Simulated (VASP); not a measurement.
Set up this calculation in VASP 6.6.1, as the native input.

| Quantity | Value |
| --- | --- |
| Task | band structure |
| Functional | PBE |
| Potentials or basis | VASP PAW PBE potentials, release 64 (Mg, F) |
| Cutoff | 520 eV |
| k mesh | 6 × 6 × 10 |
| Occupations | gaussian, width 0.03 eV |
| Spin | no spin polarisation |
| Further INCAR settings | ALGO = Fast; EDIFF = 1e-06 |

The structure of MgF2 (Sellaite) lies in POSCAR:

```
MgF2                                    
1.0
    4.6240511486      0.0000000000      0.0000000000
    0.0000000000      4.6240511486      0.0000000000
    0.0000000000      0.0000000000      3.0527962139
  Mg              F             
     2     4
Direct
     1.0000000000000000    0.0000000000000000    1.0000000000000000
     0.5000000000000000    0.5000000000000000    0.5000000000000000
     0.3031611946592399    0.3031611946592399    0.0000000000000000
     0.1968388053407601    0.8031611946592399    0.5000000000000000
     0.6968388053407601    0.6968388053407601    1.0000000000000000
     0.8031611946592399    0.1968388053407601    0.5000000000000000
```

The input as run:

INCAR

```
PREC = Accurate ; ENCUT = 520
EDIFF = 1E-6 ; ISMEAR = 0
SIGMA = 0.03 ; LREAL = False
LASPH = True ; NELM = 80
ALGO = Fast ; ISIF = 2
LWAVE = False ; LCHARG = False
GGA = PE ; KPAR = 2
```

KPOINTS

```
regular mesh
0
Gamma
  6 6 10
```

KPOINTS_OPT

```
explicit points
168
Reciprocal
 0.0000000000  0.0000000000  0.0000000000 1
 0.0000000000  0.0555555556  0.0000000000 1
 0.0000000000  0.1111111111  0.0000000000 1
 0.0000000000  0.1666666667  0.0000000000 1
 0.0000000000  0.2222222222  0.0000000000 1
 0.0000000000  0.2777777778  0.0000000000 1
[... 160 lines left out ...]
 0.0000000000  0.0000000000  0.5170009300 1
 0.0000000000  0.0000000000  0.4829990700 1
```

Potentials or basis: VASP PAW PBE potentials, release 64 (Mg, F).

Command:

```sh
$ cat potpaw_PBE.64/Mg/POTCAR potpaw_PBE.64/F/POTCAR > POTCAR
$ mpirun -np 2 vasp_std > vasp.out
```

It gave:

```yaml
Pressure: 3.7 GPa
Largest_force: 0.034 eV/Å
Band_gap_on_the_k_mesh: 7.10 eV, direct
Band_gap_along_the_path: 7.10 eV, direct
```

Run time: 60 s on 2 MPI ranks on Intel(R) Xeon(R) Platinum 8488C (Sapphire Rapids), with other jobs on the host, peak memory 0.25 GiB a rank.
